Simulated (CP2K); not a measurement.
The system is AgBr.

```
Ag Br
1.0
     4.05901    0.00000    0.00000
     2.02950    3.51520    0.00000
     2.02950    1.17173    3.31416
Ag Br
1 1
Direct
  0.00000 0.00000 0.00000
  0.50000 0.50000 0.50000
```

Program: CP2K 2026.2. Alike in all runs: task band structure; no spin polarisation; cell as given; k mesh 8 × 8 × 8.

Q: Order these runs on this cell by their pressure, lowest first.
A. level LDA; potentials or basis GTH_POTENTIALS Ag GTH-PADE-q11, Br GTH-PADE-q7; TZVP-MOLOPT-PBE-GTH basis; smearing fermi-dirac 0.01 eV; NGRIDS 4; points a segment of the path (NPOINTS) 10; bands added on the path 4; CUTOFF of the grids 450 Ry
B. level r2SCAN; potentials or basis POTENTIAL_UZH Ag GTH-SCAN-q11, Br GTH-SCAN-q7; TZVP-MOLOPT-SCAN-GTH basis; smearing fermi-dirac 0.05 eV; NGRIDS 5; points a segment of the path (NPOINTS) 8; bands added on the path 2; CUTOFF of the grids 675 Ry
C. level PBEsol; potentials or basis POTENTIAL_UZH Ag GTH-PBE-q11, Br GTH-PBE-q7; TZVP-MOLOPT-PBE-GTH basis; smearing fermi-dirac 0.0259 eV; NGRIDS 4; points a segment of the path (NPOINTS) 10; bands added on the path 2; CUTOFF of the grids 450 Ry

A: A (-4.2 GPa), C (-1.1 GPa), B (1.6 GPa).

Caveats: the basis of atomic orbitals isn't converged, which shifts pressures, moduli and gaps; the potentials were made for another functional, which shifts forces and pressure (some runs).
